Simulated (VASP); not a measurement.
# Si (I4_1/amd) in VASP: notebook

One crystal, Si, is run at these levels: LDA, PBE; tasks: phonons.

Everything below comes from runs of VASP 6.6.1. Logs are shortened: lines on timing, memory, paths and dates and some standing lists are left out, and cuts for length are marked.

## (1) The structure

The structure is tetragonal, space group I4_1/amd (No. 141). Conventional cell: a = 3.798 Å, b = 3.798 Å, c = 5.648 Å, α = 90.00°, β = 90.00°, γ = 90.00°. Si (site symmetry -4m2) is surrounded by 4 Si at 2.37 Å.

## (2) Phonons, LDA

POSCAR

```
Si
1.0
    0.0000000000      2.6852699564      2.8241200000
    2.6852699564      0.0000000000      2.8241200000
    2.6852699564      2.6852699564      0.0000000000
Si
2
Direct
    0.0000000000      0.0000000000      0.0000000000
    0.2500000000      0.2500000000      0.2500000000
```

INCAR.step1

```
ALGO = Normal
EDIFF = 1E-8
EDIFFG = -0.002
ENCUT = 600
GGA = CA
IBRION = 2
ISIF = 3
ISMEAR = 0
LASPH = T
LCHARG = F
LREAL = F
LWAVE = F
NELM = 80
NSW = 40
PREC = Accurate
SIGMA = 0.01
```

INCAR.step2

```
ALGO = Normal
EDIFF = 1E-8
ENCUT = 600
GGA = CA
IBRION = 8
ISIF = 2
ISMEAR = 0
LASPH = T
LCHARG = F
LREAL = F
LWAVE = F
NELM = 80
NSW = 1
PREC = Accurate
SIGMA = 0.01
```

KPOINTS

```
k-points
0
Gamma
  10 10 10
```

Potentials or basis: VASP PAW LDA potentials, release 64 (Si).

The run is started by

```console
cat potpaw_LDA.64/Si/POTCAR > POTCAR
cp INCAR.step1 INCAR
mpirun -np 1 vasp_std > vasp.out
cp CONTCAR POSCAR
cp INCAR.step2 INCAR
mpirun -np 1 vasp_std > vasp.out
```

OUTCAR:

```text
EDIFF = 1E-8
   ENCUT = 600
   GGA = CA
   IBRION = 8
   ISIF = 2
   ISMEAR = 0
   LASPH = T
   LREAL = F
   NELM = 80
   NSW = 1
   PREC = Accurate

 ion  position               nearest neighbor table
   1  0.000  0.000  0.000-   2 2.34   2 2.34   2 2.34   2 2.34
   2  0.250  0.250  0.250-   1 2.34   1 2.34   1 2.34   1 2.34

  LATTYP: Found a body centered tetragonal cell.
 ALAT       =     3.8202896403
 C/A-ratio  =     1.4143658937

  Lattice vectors:

 A1 = (  -2.7013527107,   0.0000000000,   2.7016436857)
 A2 = (   2.7013527107,   0.0000000000,   2.7016436857)
 A3 = (   0.0000000000,   2.7013527107,  -2.7016436857)

Analysis of symmetry for initial positions (statically):
=====================================================================
 Subroutine PRICEL returns:
 Original cell was already a primitive cell.

 Routine SETGRP: Setting up the symmetry group for a
 body centered tetragonal supercell.

 Subroutine GETGRP returns: Found 16 space group operations
 (whereof  8 operations were pure point group operations)
 out of a pool of 16 trial point group operations.

The static configuration has the point symmetry D_2d.
 The point group associated with its full space group is D_4h.

Analysis of symmetry for dynamics (positions and initial velocities):
=====================================================================
 Subroutine PRICEL returns:
 Original cell was already a primitive cell.

 Routine SETGRP: Setting up the symmetry group for a
 body centered tetragonal supercell.

 Subroutine GETGRP returns: Found 16 space group operations
 (whereof  8 operations were pure point group operations)
 out of a pool of 16 trial point group operations.

The dynamic configuration has the point symmetry D_2d.
 The point group associated with its full space group is D_4h.

 Subroutine INISYM returns: Found 16 space group operations
 (whereof  8 operations are pure point group operations),
 and found     1 'primitive' translations

----------------------------------------------------------------------------------------

                                     Primitive cell

  volume of cell :      39.4294

  direct lattice vectors                    reciprocal lattice vectors
     0.000000000  2.701352711  2.701643686    -0.185092453  0.185092453  0.185072518
     2.701352711  0.000000000  2.701643686     0.185092453 -0.185092453  0.185072518
     2.701352711  2.701352711  0.000000000     0.185092453  0.185092453 -0.185072518

  length of vectors
     3.820495396  3.820495396  3.820289640     0.320578024  0.320578024  0.320578024

  position of ions in fractional coordinates (direct lattice)
     0.000000000  0.000000000  0.000000000
     0.250000000  0.250000000  0.250000000

  ion indices of the primitive-cell ions
   primitive index   ion index
                 1           1
                 2           2

----------------------------------------------------------------------------------------

 KPOINTS: k-points

Automatic generation of k-mesh.
 Grid dimensions read from file:
 generate k-points for:   10   10   10

 Generating k-lattice:

  Cartesian coordinates                     Fractional coordinates (reciprocal lattice)
    -0.018509245  0.018509245  0.018507252     0.100000000  0.000000000  0.000000000
     0.018509245 -0.018509245  0.018507252     0.000000000  0.100000000  0.000000000
     0.018509245  0.018509245 -0.018507252    -0.000000000 -0.000000000  0.100000000

  Length of vectors
     0.032057802  0.032057802  0.032057802

  Shift w.r.t. Gamma in fractional coordinates (k-lattice)
     0.000000000  0.000000000  0.000000000

 Subroutine IBZKPT returns following result:
[... 81 lines left out ...]
 Gauss-broadening in eV      SIGMA  =   0.01
  energy-cutoff  :      600.00
  volume of cell :       39.43
 maximum number of plane-waves:      1363
   NGX = 15   NGY = 15   NGZ = 15

--------------------------------------- Ionic step        1  -------------------------------------------

 number of electron       7.9999999 magnetization

 Free energy of the ion-electron system (eV)
  ---------------------------------------------------
  ext. energy  EPLUGINS =         0.00000000
  ---------------------------------------------------
  free energy    TOTEN  =       -11.91928974 eV

  energy without entropy =      -11.91928974  energy(sigma->0) =      -11.91928974

 E-fermi :   6.0109     XC(G=0):  -9.6636

 val. band max:        5.9281594079   @ k =   0.0000   0.0000   0.0000
 cond. band min:       6.3810885649   @ k =   0.4000   0.0000   0.4000
 fundamental gap:      0.4529291570
 Fermi energy:         6.0108962312

 k-point     1 :       0.0000    0.0000    0.0000
  band No.  band energies     occupation
      1      -6.1350      2.00000
      2       5.9274      2.00000
      3       5.9282      2.00000
      4       5.9282      2.00000
      5       8.4584      0.00000
      6       8.4584      0.00000
      7       8.4588      0.00000
      8       9.3141      0.00000
[... 243 lines left out ...]
 k-point    24 :       0.4000    0.3000    0.0000
  band No.  band energies     occupation
      1      -3.9432      2.00000
      2       0.4859      2.00000
      3       3.0154      2.00000
      4       3.4577      2.00000
      5       6.8667      0.00000
      6       8.0607      0.00000
      7      12.8750      0.00000
      8      12.9912      0.00000

 [... further k-points ...]
[... 5 lines left out ...]
  --------------------------------------------------------------------------------------
  -------------------------------------------------------------------------------------
  Total        0.0018636      0.0018636     -0.0006980      0.0000000      0.0000000      0.0000000
  in kB        0.0757253      0.0757253     -0.0283626      0.0000000      0.0000000      0.0000000
  external PRESSURE =       0.0410293 kB  Pullay stress =       0.0000000 kB

 VOLUME and BASIS-vectors are now :
 -----------------------------------------------------------------------------
  energy-cutoff  :      600.00
  volume of cell :       39.43
      direct lattice vectors                 reciprocal lattice vectors
     0.000000000  2.701352711  2.701643686    -0.185092453  0.185092453  0.185072518
     2.701352711  0.000000000  2.701643686     0.185092453 -0.185092453  0.185072518
     2.701352711  2.701352711  0.000000000     0.185092453  0.185092453 -0.185072518

 POSITION                                       TOTAL-FORCE (eV/Angst)
 -----------------------------------------------------------------------------------
      0.00000      0.00000      0.00000         0.000000      0.000000      0.000000
      1.35068      1.35068      1.35082        -0.000000     -0.000000     -0.000000
 -----------------------------------------------------------------------------------
    total drift:                               -0.000000     -0.000000      0.000000

  FREE ENERGIE OF THE ION-ELECTRON SYSTEM (eV)
  ---------------------------------------------------
  free  energy   TOTEN  =       -11.9192897388 eV

  energy  without entropy=      -11.9192897388  energy(sigma->0) =      -11.91928974

[... ionic steps 2 to 3 ...]

--------------------------------------- Ionic step        4  -------------------------------------------

------------------------ aborting loop because EDIFF is reached ----------------------------------------

[... ionic steps 5 to 5 ...]

--------------------------------------- Ionic step        6  -------------------------------------------

 Free energy of the ion-electron system (eV)
  ---------------------------------------------------
  ---------------------------------------------------
  free energy    TOTEN  =        -0.01774190 eV

  energy without entropy =       -0.01774190

------------------------ aborting loop because EDIFF is reached ----------------------------------------

 INTERNAL STRAIN TENSOR  FOR ION    1  DIRECTION 3   (eV/Angst):
 -----------------------------------------------------------------------------
     0.00166  9.67961  0.00000
     9.67961  0.00166  0.00000
     0.00000  0.00000  0.00282

 INTERNAL STRAIN TENSOR FOR ION    2 for displacements in x,y,z  (eV/Angst):
          X           Y           Z          XY          YZ          ZX
  --------------------------------------------------------------------------------
  x     0.00000     0.00000     0.00000     0.00000    -9.72463     0.00000
  y     0.00000     0.00000     0.00000     0.00000     0.00000    -9.45800
  z     0.00000     0.00000     0.00000    -9.67961     0.00000     0.00000

 SECOND DERIVATIVES (NOT SYMMETRIZED)
 ------------------------------------
               1X          1Y          1Z          2X          2Y          2Z
  1X   -13.588156    0.000000    0.000000   13.588156    0.000000    0.000000
  1Y     0.000000  -13.588156    0.000000    0.000000   13.588156    0.000000
  1Z     0.000000    0.000000  -13.583757    0.000000    0.000000   13.583757
  2X    13.588156    0.000000    0.000000  -13.588156    0.000000    0.000000
  2Y     0.000000   13.588156    0.000000    0.000000  -13.588156    0.000000
  2Z     0.000000    0.000000   13.583757    0.000000    0.000000  -13.583757

 Eigenvectors and eigenvalues of the dynamical matrix
 ----------------------------------------------------

   1 f  =   15.378316 THz    96.624809 2PiTHz  512.965404 cm-1    63.599576 meV
             X         Y         Z           dx          dy          dz
      0.000000  0.000000  0.000000     0.707107    0.000000    0.000000
      1.350676  1.350676  1.350822    -0.707107    0.000000    0.000000
[... 16 lines left out ...]
   5 f  =    0.000000 THz     0.000000 2PiTHz    0.000000 cm-1     0.000000 meV
             X         Y         Z           dx          dy          dz
      0.000000  0.000000  0.000000     0.707107    0.000000    0.000000
      1.350676  1.350676  1.350822     0.707107    0.000000    0.000000

   6 f/i=    0.000000 THz     0.000001 2PiTHz    0.000005 cm-1     0.000001 meV
             X         Y         Z           dx          dy          dz
      0.000000  0.000000  0.000000     0.000000   -0.376852   -0.598316
      1.350676  1.350676  1.350822     0.000000   -0.376852   -0.598316

--------------------------------------------------------------------------------------------------------

 ELASTIC MODULI CONTR FROM IONIC RELAXATION (kBar)
 Direction    XX          YY          ZZ          XY          YZ          ZX
 --------------------------------------------------------------------------------
 XX           0.0000      0.0000      0.0000      0.0000      0.0000      0.0000
 YY           0.0000      0.0000      0.0000      0.0000      0.0000      0.0000
 ZZ           0.0000      0.0000      0.0000      0.0000      0.0000      0.0000
 XY           0.0000      0.0000      0.0000   -280.2756      0.0000      0.0000
 YZ           0.0000      0.0000      0.0000      0.0000   -282.7973      0.0000
 ZX           0.0000      0.0000      0.0000      0.0000      0.0000   -267.5023
 --------------------------------------------------------------------------------
```

It took 6.3 min on 1 thread of Intel Xeon Platinum 8375C at 2.90GHz (Ice Lake), shared host; peak memory 0.33 GiB.

What came out:

```
Relaxed volume                         : 19.71 Å³/atom
Relaxed cell                           : a = 3.820 Å, b = 3.820 Å, c = 3.820 Å, α = 60.00°, β = 60.00°, γ = 60.00°
Space group after relaxing (to 0.05 Å) : Fd-3m (No. 227)
Highest phonon frequency at Γ          : 513 cm⁻¹
```

Step by step:
```
step  energy change (eV)  largest force (eV/Å)  pressure (GPa)  volume (Å³)
   1              0.0000                0.0000           -2.98        40.73
   2             -0.0250                0.0000            2.37        38.52
   3             -0.0277                0.0000            1.01        39.02
   4             -0.0337                0.0000            0.15        39.37
   5             -0.0340                0.0000           -0.09        39.47
   6             -0.0340                0.0000           -0.07        39.46
   7             -0.0340                0.0000            0.04        39.41
   8             -0.0340                0.0000            0.02        39.42
   9             -0.0340                0.0000            0.00        39.43
```

Final structure:
```yaml
crystal:
  lattice:
    - [0.00000, 2.70135, 2.70164]
    - [2.70135, 0.00000, 2.70164]
    - [2.70135, 2.70135, 0.00000]
  atoms:
    - { symbol: Si, position: [0.00000, 0.00000, 0.00000] }
    - { symbol: Si, position: [0.25000, 0.25000, 0.25000] }
```

Phonon frequencies in cm⁻¹ (negative: imaginary):
```tsv
q point	frequencies
(0.000, 0.000, 0.000)	0 0 0 513 513 513
```

## (3) Phonons, PBE

POSCAR is that of step 2.

Edit INCAR.step1 of step 2 so:

```diff
@@ -4,3 +4,3 @@
 ENCUT = 600
-GGA = CA
+GGA = PE
 IBRION = 2
```

Edit INCAR.step2 of step 2 so:

```diff
@@ -3,3 +3,3 @@
 ENCUT = 600
-GGA = CA
+GGA = PE
 IBRION = 8
```

KPOINTS is that of step 2.

Potentials or basis: VASP PAW PBE potentials, release 64 (Si).

The run is started by

```console
cat potpaw_PBE.64/Si/POTCAR > POTCAR
cp INCAR.step1 INCAR
mpirun -np 1 vasp_std > vasp.out
cp CONTCAR POSCAR
cp INCAR.step2 INCAR
mpirun -np 1 vasp_std > vasp.out
```

OUTCAR:

```text
EDIFF = 1E-8
   ENCUT = 600
   GGA = PE
   IBRION = 8
   ISIF = 2
   ISMEAR = 0
   LASPH = T
   LREAL = F
   NELM = 80
   NSW = 1
   PREC = Accurate

 ion  position               nearest neighbor table
   1  0.000  0.000  0.000-   2 2.37   2 2.37   2 2.37   2 2.37
   2  0.250  0.250  0.250-   1 2.37   1 2.37   1 2.37   1 2.37

  LATTYP: Found a body centered tetragonal cell.
 ALAT       =     3.8671521091
 C/A-ratio  =     1.4140460850

  Lattice vectors:

 A1 = (   0.0000000000,  -2.7344894802,  -2.7341656500)
 A2 = (   0.0000000000,   2.7344894802,  -2.7341656500)
 A3 = (   2.7344894802,   0.0000000000,   2.7341656500)

Analysis of symmetry for initial positions (statically):
=====================================================================
 Subroutine PRICEL returns:
 Original cell was already a primitive cell.

 Routine SETGRP: Setting up the symmetry group for a
 body centered tetragonal supercell.

 Subroutine GETGRP returns: Found 16 space group operations
 (whereof  8 operations were pure point group operations)
 out of a pool of 16 trial point group operations.

The static configuration has the point symmetry D_2d.
 The point group associated with its full space group is D_4h.

Analysis of symmetry for dynamics (positions and initial velocities):
=====================================================================
 Subroutine PRICEL returns:
 Original cell was already a primitive cell.

 Routine SETGRP: Setting up the symmetry group for a
 body centered tetragonal supercell.

 Subroutine GETGRP returns: Found 16 space group operations
[... 456 lines left out ...]
  free  energy   TOTEN  =       -10.8493343052 eV

  energy  without entropy=      -10.8493343052  energy(sigma->0) =      -10.84933431

[... ionic steps 2 to 3 ...]

--------------------------------------- Ionic step        4  -------------------------------------------

------------------------ aborting loop because EDIFF is reached ----------------------------------------

[... ionic steps 5 to 5 ...]

--------------------------------------- Ionic step        6  -------------------------------------------

 Free energy of the ion-electron system (eV)
  ---------------------------------------------------
  ---------------------------------------------------
  free energy    TOTEN  =        -0.01737139 eV

  energy without entropy =       -0.01737139

------------------------ aborting loop because EDIFF is reached ----------------------------------------

 INTERNAL STRAIN TENSOR  FOR ION    1  DIRECTION 3   (eV/Angst):
 -----------------------------------------------------------------------------
     0.00189  8.78510  0.00000
     8.78510  0.00189  0.00000
     0.00000  0.00000  0.00243

 INTERNAL STRAIN TENSOR FOR ION    2 for displacements in x,y,z  (eV/Angst):
          X           Y           Z          XY          YZ          ZX
  --------------------------------------------------------------------------------
  x     0.00000     0.00000     0.00000     0.00000    -8.83035     0.00000
  y     0.00000     0.00000     0.00000     0.00000     0.00000    -8.57340
  z     0.00000     0.00000     0.00000    -8.78510     0.00000     0.00000

 SECOND DERIVATIVES (NOT SYMMETRIZED)
 ------------------------------------
               1X          1Y          1Z          2X          2Y          2Z
  1X   -13.048307    0.000000    0.000000   13.048307    0.000000    0.000000
  1Y     0.000000  -13.048307    0.000000    0.000000   13.048307    0.000000
  1Z     0.000000    0.000000  -13.043285    0.000000    0.000000   13.043285
  2X    13.048307    0.000000    0.000000  -13.048307    0.000000    0.000000
  2Y     0.000000   13.048307    0.000000    0.000000  -13.048307    0.000000
  2Z     0.000000    0.000000   13.043285    0.000000    0.000000  -13.043285

 Eigenvectors and eigenvalues of the dynamical matrix
 ----------------------------------------------------

   1 f  =   15.069734 THz    94.685931 2PiTHz  502.672218 cm-1    62.323384 meV
             X         Y         Z           dx          dy          dz
      0.000000  0.000000  0.000000    -0.636900    0.307177    0.000000
      1.367245  1.367245  1.367083     0.636900   -0.307177    0.000000
[... 16 lines left out ...]
   5 f  =    0.000000 THz     0.000000 2PiTHz    0.000000 cm-1     0.000000 meV
             X         Y         Z           dx          dy          dz
      0.000000  0.000000  0.000000     0.000000    0.000000    0.707107
      1.367245  1.367245  1.367083     0.000000    0.000000    0.707107

   6 f/i=    0.000000 THz     0.000001 2PiTHz    0.000007 cm-1     0.000001 meV
             X         Y         Z           dx          dy          dz
      0.000000  0.000000  0.000000     0.678435   -0.199312    0.000000
      1.367245  1.367245  1.367083     0.678435   -0.199312    0.000000

--------------------------------------------------------------------------------------------------------

 ELASTIC MODULI CONTR FROM IONIC RELAXATION (kBar)
 Direction    XX          YY          ZZ          XY          YZ          ZX
 --------------------------------------------------------------------------------
 XX           0.0000      0.0000      0.0000      0.0000      0.0000      0.0000
 YY           0.0000      0.0000      0.0000      0.0000      0.0000      0.0000
 ZZ           0.0000      0.0000      0.0000      0.0000      0.0000      0.0000
 XY           0.0000      0.0000      0.0000   -231.8511      0.0000     -0.0000
 YZ           0.0000      0.0000      0.0000      0.0000   -234.1556      0.0000
 ZX           0.0000      0.0000      0.0000     -0.0000      0.0000   -220.7268
 --------------------------------------------------------------------------------
```

Wall time 7.1 min (1 thread of Intel Xeon Platinum 8375C at 2.90GHz (Ice Lake), shared host); peak memory 0.36 GiB.

What came out:

| Quantity | Value |
| --- | --- |
| Relaxed volume | 20.44 Å³/atom |
| Relaxed cell | a = 3.867 Å, b = 3.867 Å, c = 3.867 Å, α = 60.00°, β = 60.00°, γ = 60.00° |
| Space group after relaxing (to 0.05 Å) | Fd-3m (No. 227) |
| Highest phonon frequency at Γ | 503 cm⁻¹ |

The path:
```csv
step,energy change (eV),largest force (eV/Å),pressure (GPa),volume (Å³)
1,0.0000,0.0000,0.29,40.73
2,-0.0194,0.0000,-0.09,40.93
3,-0.0220,0.0000,-0.28,41.02
4,-0.0220,0.0000,-0.29,41.02
5,-0.0220,0.0000,0.23,40.78
6,-0.0221,0.0000,0.00,40.89
7,-0.0221,0.0000,0.00,40.89
8,-0.0221,0.0000,0.00,40.89
```

Final structure:
```cif
data_structure
_symmetry_space_group_name_H-M 'P 1'
_symmetry_Int_Tables_number 1
_cell_length_a 3.8669
_cell_length_b 3.8669
_cell_length_c 3.8672
_cell_angle_alpha 59.998
_cell_angle_beta 59.998
_cell_angle_gamma 60.004
_cell_volume 40.89
loop_
_atom_site_label
_atom_site_type_symbol
_atom_site_fract_x
_atom_site_fract_y
_atom_site_fract_z
_atom_site_occupancy
Si1 Si 0.00000 0.00000 0.00000 1
Si2 Si 0.25000 0.25000 0.25000 1
```

Phonon frequencies in cm⁻¹ (negative: imaginary):
```tsv
q point	frequencies
(0.000, 0.000, 0.000)	0 0 0 503 503 503
```
